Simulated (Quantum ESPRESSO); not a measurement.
# ZrSe2 in Quantum ESPRESSO: work function with PBE

Aim: the work function of ZrSe2 with PBE.

Program: Quantum ESPRESSO 7.5. These are calculated values, not measurements. Logs are shortened: lines on timing, memory, paths and dates and some standing lists are left out, and cuts for length are marked.

## (1) Starting point

The cell holds a slab with vacuum, 6 atoms: a = 3.798 Å, b = 3.798 Å, c = 24.288 Å, α = 90.00°, β = 90.00°, γ = 120.00°.

## (2) Work function, PBE

pw.in reads:

```
&CONTROL
  calculation = 'scf'
  prefix = 'pwscf'
  outdir = './tmp'
  pseudo_dir = './pseudo'
  tprnfor = .true.
  disk_io = 'low'
/
&SYSTEM
  ibrav = 0
  celldm(1) = 8
  nat = 6
  ntyp = 2
  ecutwfc = 86
  nbnd = 57
  occupations = 'smearing'
  smearing = 'fd'
  degauss = 0.00367493
/
&ELECTRONS
  conv_thr = 6d-09
  electron_maxstep = 150
  mixing_beta = 0.3
  mixing_mode = 'local-TF'
/
ATOMIC_SPECIES
Se    78.9710 Se.upf
Zr    91.2240 Zr.upf
CELL_PARAMETERS alat
  0.8971470190622  -0.0000000000000   0.0000000000000
 -0.4485735095457   0.7769521094458   0.0000000000000
  0.0000000000000   0.0000000000000   5.7372085143638
ATOMIC_POSITIONS crystal
Se     0.6666666667    0.3333333334    0.3087944664
Zr     0.0000000000    0.0000000000    0.3725296443
Se     0.3333333333    0.6666666666    0.4362648221
Se     0.6666666667    0.3333333334    0.5637351779
Zr     0.0000000000    0.0000000000    0.6274703557
Se     0.3333333333    0.6666666666    0.6912055336
K_POINTS automatic
8 8 1 0 0 0
```

pp_density.in reads:

```
&INPUTPP
  prefix = 'pwscf'
  outdir = './tmp'
  filplot = 'density.dat'
  plot_num = 0
/
&PLOT
  nfile = 1
  filepp(1) = 'density.dat'
  iflag = 3
  output_format = 6
  fileout = 'density.cube'
/
```

pp_potential.in reads:

```
&INPUTPP
  prefix = 'pwscf'
  outdir = './tmp'
  filplot = 'potential.dat'
  plot_num = 11
/
&PLOT
  nfile = 1
  filepp(1) = 'potential.dat'
  iflag = 3
  output_format = 6
  fileout = 'potential.cube'
/
```

pp_elf.in reads:

```
&INPUTPP
  prefix = 'pwscf'
  outdir = './tmp'
  filplot = 'elf.dat'
  plot_num = 8
/
&PLOT
  nfile = 1
  filepp(1) = 'elf.dat'
  iflag = 3
  output_format = 6
  fileout = 'elf.cube'
/
```

Potentials or basis: PseudoDojo 0.4.1 SR PBE standard.

Launch:

```console
> OMP_NUM_THREADS=1 pw.x -in pw.in > pw.out
> OMP_NUM_THREADS=1 pp.x -in pp_density.in > pp_density.out
> OMP_NUM_THREADS=1 pp.x -in pp_potential.in > pp_potential.out
> OMP_NUM_THREADS=1 pp.x -in pp_elf.in > pp_elf.out
```

pw.out:

```text
This program is part of the open-source Quantum ESPRESSO suite
     for quantum simulation of materials; please cite
[... 9 lines left out ...]
     --------------------
     sticks:   dense  smooth     PW     G-vecs:    dense   smooth      PW
     Sum        1225    1225    349               220495   220495   32843

     Using Slab Decomposition

     bravais-lattice index     =            0
     lattice parameter (alat)  =       8.0000  a.u.
     unit-cell volume          =    2047.5215 (a.u.)^3
     number of atoms/cell      =            6
     number of atomic types    =            2
     number of electrons       =        88.00
     number of Kohn-Sham states=           57
     kinetic-energy cutoff     =      86.0000  Ry
     charge density cutoff     =     344.0000  Ry
     scf convergence threshold =      6.0E-09
     mixing beta               =       0.3000
     number of iterations used =            8  local-TF  mixing
     Exchange-correlation= PBE
                           (   1   4   3   4   0   0   0)

     celldm(1)=   8.000000  celldm(2)=   0.000000  celldm(3)=   0.000000
     celldm(4)=   0.000000  celldm(5)=   0.000000  celldm(6)=   0.000000

     crystal axes: (cart. coord. in units of alat)
               a(1) = (   0.897147  -0.000000   0.000000 )
               a(2) = (  -0.448574   0.776952   0.000000 )
               a(3) = (   0.000000   0.000000   5.737209 )

     reciprocal axes: (cart. coord. in units 2 pi/alat)
               b(1) = (  1.114645  0.643540 -0.000000 )
               b(2) = (  0.000000  1.287081 -0.000000 )
               b(3) = ( -0.000000 -0.000000  0.174301 )

     PseudoPot. # 1 for Se read from file:
     Se.upf
     Pseudo is Norm-conserving + core correction, Zval = 16.0
     Generated using ONCVPSP code by D. R. Hamann
     Using radial grid of 1214 points,  6 beta functions with:
                l(1) =   0
                l(2) =   0
                l(3) =   1
                l(4) =   1
                l(5) =   2
                l(6) =   2

     PseudoPot. # 2 for Zr read from file:
     Zr.upf
     Pseudo is Norm-conserving + core correction, Zval = 12.0
     Generated using ONCVPSP code by D. R. Hamann
     Using radial grid of 1622 points,  6 beta functions with:
                l(1) =   0
                l(2) =   0
                l(3) =   1
                l(4) =   1
                l(5) =   2
                l(6) =   2

     atomic species   valence    mass     pseudopotential
     Se               16.00    78.97100     Se( 1.00)
     Zr               12.00    91.22400     Zr( 1.00)

     12 Sym. Ops., with inversion, found

   Cartesian axes

     site n.     atom                  positions (alat units)
         1        Se     tau(   1) = (   0.4485735   0.2589840   1.7716182  )
         2        Zr     tau(   2) = (   0.0000000   0.0000000   2.1372802  )
         3        Se     tau(   3) = (  -0.0000000   0.5179681   2.5029423  )
         4        Se     tau(   4) = (   0.4485735   0.2589840   3.2342663  )
         5        Zr     tau(   5) = (   0.0000000   0.0000000   3.5999283  )
         6        Se     tau(   6) = (  -0.0000000   0.5179681   3.9655903  )

     number of k points=    10  Fermi-Dirac smearing, width (Ry)=  0.0037
                       cart. coord. in units 2pi/alat
        k(    1) = (   0.0000000   0.0000000   0.0000000), wk =   0.0312500
        k(    2) = (   0.0000000   0.1608851   0.0000000), wk =   0.1875000
        k(    3) = (   0.0000000   0.3217702   0.0000000), wk =   0.1875000
        k(    4) = (   0.0000000   0.4826552   0.0000000), wk =   0.1875000
        k(    5) = (   0.0000000  -0.6435403   0.0000000), wk =   0.0937500
        k(    6) = (   0.1393306   0.2413276   0.0000000), wk =   0.1875000
        k(    7) = (   0.1393306   0.4022127   0.0000000), wk =   0.3750000
        k(    8) = (   0.1393306   0.5630978   0.0000000), wk =   0.3750000
        k(    9) = (   0.2786611   0.4826552   0.0000000), wk =   0.1875000
        k(   10) = (   0.2786611   0.6435403   0.0000000), wk =   0.1875000

     Dense  grid:   220495 G-vectors     FFT dimensions: (  45,  45, 288)

     Initial potential from superposition of free atoms

     starting charge      87.9950, renormalised to      88.0000

     negative rho (up, down):  2.183E-05 0.000E+00
     Starting wfcs are   56 randomized atomic wfcs +    1 random wfcs

     Self-consistent Calculation

     iteration #  1     ecut=    86.00 Ry     beta= 0.30
     Davidson diagonalization with overlap
     ethr =  1.00E-02,  avg # of iterations =  5.3

     Threshold (ethr) on eigenvalues was too large:
     Diagonalizing with lowered threshold

     Davidson diagonalization with overlap
     ethr =  2.67E-04,  avg # of iterations =  4.6

     total energy              =   -1172.99977580 Ry
     estimated scf accuracy    <       0.23970969 Ry

     iteration #  2     ecut=    86.00 Ry     beta= 0.30
     Davidson diagonalization with overlap
     ethr =  2.72E-04,  avg # of iterations =  1.3

     negative rho (up, down):  9.404E-07 0.000E+00

     total energy              =   -1172.94920716 Ry
     estimated scf accuracy    <       0.13835655 Ry

     iteration #  3     ecut=    86.00 Ry     beta= 0.30
     Davidson diagonalization with overlap
     ethr =  1.57E-04,  avg # of iterations =  6.5
[... 88 lines left out ...]
     iteration # 14     ecut=    86.00 Ry     beta= 0.30
     Davidson diagonalization with overlap
     ethr =  2.29E-10,  avg # of iterations =  2.3

     negative rho (up, down):  4.098E-06 0.000E+00

     total energy              =   -1172.96563779 Ry
     estimated scf accuracy    <       0.00000002 Ry

     iteration # 15     ecut=    86.00 Ry     beta= 0.30
     Davidson diagonalization with overlap
     ethr =  1.91E-11,  avg # of iterations =  2.2

     End of self-consistent calculation

          k = 0.0000 0.0000 0.0000 ( 27591 PWs)   bands (ev):

   -47.5911 -47.5911 -45.0728 -45.0728 -45.0726 -45.0726 -45.0627 -45.0627
   -45.0627 -45.0627 -45.0584 -45.0583 -45.0278 -45.0278 -45.0278 -45.0278
   -45.0157 -45.0157 -45.0157 -45.0157 -45.0085 -45.0085 -25.6417 -25.6415
   -25.5307 -25.5307 -25.5307 -25.5307 -11.2443 -11.1054 -10.3068 -10.1300
    -2.5171  -1.9557  -0.8097  -0.8097  -0.7860  -0.7860   0.3239   1.3135
     1.7428   1.7428   1.8252   1.8252   2.9299   2.9299   2.9434   2.9434
     3.5746   3.7931   6.3469   6.3469   6.4632   6.5430   6.5430   6.8190
     7.1122

          k = 0.0000 0.1609 0.0000 ( 27661 PWs)   bands (ev):

   -47.5897 -47.5897 -45.0727 -45.0726 -45.0725 -45.0724 -45.0627 -45.0627
   -45.0627 -45.0626 -45.0583 -45.0583 -45.0277 -45.0277 -45.0276 -45.0276
   -45.0157 -45.0157 -45.0157 -45.0157 -45.0084 -45.0084 -25.6352 -25.6351
   -25.5581 -25.5581 -25.5366 -25.5366 -11.1077 -10.9714 -10.2993 -10.1384
    -2.3313  -1.8038  -1.2165  -1.0445  -0.7393  -0.7045   0.6614   0.6815
     0.8608   1.2697   1.3659   1.4816   2.9981   3.0077   3.4530   3.4607
     3.8455   4.1582   5.7097   5.7582   6.2218   6.4463   7.0110   7.2288
     7.8205

          k = 0.0000 0.3218 0.0000 ( 27634 PWs)   bands (ev):

   -47.5864 -47.5864 -45.0726 -45.0724 -45.0721 -45.0719 -45.0627 -45.0627
   -45.0626 -45.0626 -45.0582 -45.0582 -45.0275 -45.0275 -45.0272 -45.0272
   -45.0157 -45.0157 -45.0156 -45.0156 -45.0083 -45.0083 -25.6265 -25.6265
   -25.6165 -25.6164 -25.5506 -25.5506 -10.7644 -10.6393 -10.2698 -10.1512
    -1.9999  -1.6075  -1.5690  -1.2790  -0.7787  -0.6330  -0.5725  -0.5341
     0.7612   0.8726   0.9410   1.2940   2.7114   2.7605   4.0343   4.0743
     4.2474   4.5260   5.4898   5.9190   6.2007   6.4368   7.8377   7.9551
     8.5582

          k = 0.0000 0.4827 0.0000 ( 27544 PWs)   bands (ev):

   -47.5830 -47.5830 -45.0724 -45.0722 -45.0716 -45.0715 -45.0627 -45.0626
   -45.0626 -45.0625 -45.0581 -45.0580 -45.0273 -45.0273 -45.0268 -45.0268
   -45.0156 -45.0156 -45.0155 -45.0155 -45.0082 -45.0082 -25.6884 -25.6884
   -25.6030 -25.6030 -25.5646 -25.5646 -10.4579 -10.3690 -10.1499 -10.0768
    -2.3747  -2.2516  -1.6711  -1.3296  -0.8752  -0.6702  -0.5875  -0.5110
     0.3036   0.6233   0.7584   0.8033   2.4405   2.5338   4.3102   4.3407
     4.5765   4.7194   6.3306   6.4197   6.6813   6.7747   7.5541   7.9274
     8.2272

          k = 0.0000-0.6435 0.0000 ( 27532 PWs)   bands (ev):

   -47.5816 -47.5816 -45.0724 -45.0722 -45.0714 -45.0714 -45.0627 -45.0626
   -45.0625 -45.0624 -45.0580 -45.0580 -45.0272 -45.0272 -45.0266 -45.0266
   -45.0156 -45.0156 -45.0155 -45.0155 -45.0081 -45.0081 -25.7147 -25.7147
   -25.5965 -25.5964 -25.5703 -25.5703 -10.3883 -10.3362 -10.0130  -9.9642
    -2.7260  -2.6780  -1.5264  -1.2077  -0.7270  -0.6949  -0.6378  -0.6307
     0.0935   0.6373   0.6508   0.7884   2.3407   2.4414   4.4063   4.4087
     4.7388   4.7465   6.5407   6.8275   6.8492   7.2216   7.3030   7.4562
     8.0983

          k = 0.1393 0.2413 0.0000 ( 27639 PWs)   bands (ev):

   -47.5873 -47.5873 -45.0726 -45.0725 -45.0721 -45.0721 -45.0627 -45.0627
   -45.0626 -45.0626 -45.0582 -45.0582 -45.0276 -45.0276 -45.0273 -45.0273
   -45.0157 -45.0157 -45.0156 -45.0156 -45.0083 -45.0083 -25.6243 -25.6241
   -25.6014 -25.6014 -25.5495 -25.5495 -10.8648 -10.7351 -10.2831 -10.1518
    -2.0293  -1.6117  -1.5034  -1.2364  -0.7557  -0.7508  -0.1631  -0.0449
     0.5665   0.5997   1.0695   1.4114   3.2006   3.2636   3.5297   3.5934
     4.2716   4.5383   5.5752   5.8681   5.8920   6.0048   7.6494   7.8159
     8.6077
[... 25 lines left out ...]
   -47.5816 -47.5816 -45.0724 -45.0724 -45.0713 -45.0712 -45.0627 -45.0627
   -45.0626 -45.0624 -45.0580 -45.0580 -45.0274 -45.0274 -45.0264 -45.0264
   -45.0158 -45.0158 -45.0154 -45.0154 -45.0081 -45.0081 -25.6786 -25.6786
   -25.6086 -25.6086 -25.5954 -25.5953 -10.2631 -10.1585 -10.1569 -10.1485
    -2.0386  -2.0041  -1.7699  -1.5456  -0.9318  -0.7765  -0.6147  -0.4693
    -0.4666  -0.2628   0.4049   0.4346   3.4829   3.4980   3.8871   4.1427
     4.5520   4.5657   5.6843   5.9021   6.8717   6.8816   8.9075   8.9244
     9.1355

          k = 0.2787 0.6435 0.0000 ( 27576 PWs)   bands (ev):

   -47.5806 -47.5806 -45.0724 -45.0724 -45.0712 -45.0710 -45.0627 -45.0627
   -45.0625 -45.0624 -45.0580 -45.0580 -45.0274 -45.0274 -45.0263 -45.0263
   -45.0158 -45.0158 -45.0153 -45.0153 -45.0081 -45.0081 -25.6796 -25.6795
   -25.6288 -25.6288 -25.5925 -25.5924 -10.1973 -10.1665 -10.0644 -10.0512
    -2.0870  -2.0827  -1.6985  -1.5957  -1.1732  -1.1006  -0.4552  -0.4001
    -0.3812  -0.2390   0.1197   0.1288   3.4517   3.5237   4.2369   4.3304
     4.3954   4.4433   5.9367   6.1639   6.4793   6.9166   8.7231   9.0557
     9.1839

     the Fermi energy is     2.0679 ev

!    total energy              =   -1172.96563779 Ry
     estimated scf accuracy    <          4.4E-09 Ry
     smearing contrib. (-TS)   =      -0.00002827 Ry
     internal energy E=F+TS    =   -1172.96560952 Ry

     The total energy is F=E-TS. E is the sum of the following terms:
     one-electron contribution =   -5083.94201986 Ry
     hartree contribution      =    2538.52486960 Ry
     xc contribution           =    -233.81662824 Ry
     ewald contribution        =    1606.26816898 Ry

     convergence has been achieved in  15 iterations

     Forces acting on atoms (cartesian axes, Ry/au):

     atom    1 type  1   force =     0.00000000   -0.00000000   -0.01364965
     atom    2 type  2   force =    -0.00000000    0.00000000   -0.00101335
     atom    3 type  1   force =     0.00000000   -0.00000000    0.01088058
     atom    4 type  1   force =     0.00000000    0.00000000   -0.01088058
     atom    5 type  2   force =     0.00000000   -0.00000000    0.00101335
     atom    6 type  1   force =     0.00000000   -0.00000000    0.01364965

     Total force =     0.024728     Total SCF correction =     0.000368

=------------------------------------------------------------------------------=
   JOB DONE.
=------------------------------------------------------------------------------=
```

Run time: 12 min. Hardware: 1 thread of Intel Xeon at 2.70GHz, shared host; peak memory 0.62 GiB.

Results:

* Free energy: -15959.0105 eV
* Largest force: 0.351 eV/Å
* Band gap on the k mesh: 0.52 eV, indirect (least direct gap 1.10 eV)
* Ionisation potential of the upper face: 5.65 eV
* Electron affinity of the upper face: 5.13 eV

Forces on the atoms (eV/Å):
```
Se   0.000  0.000 -0.351
Zr   0.000  0.000 -0.026
Se   0.000  0.000  0.280
Se   0.000  0.000 -0.280
Zr   0.000  0.000  0.026
Se   0.000  0.000  0.351
```

Caveat: ionisation potential and electron affinity come from Kohn-Sham levels, which understate the gap.
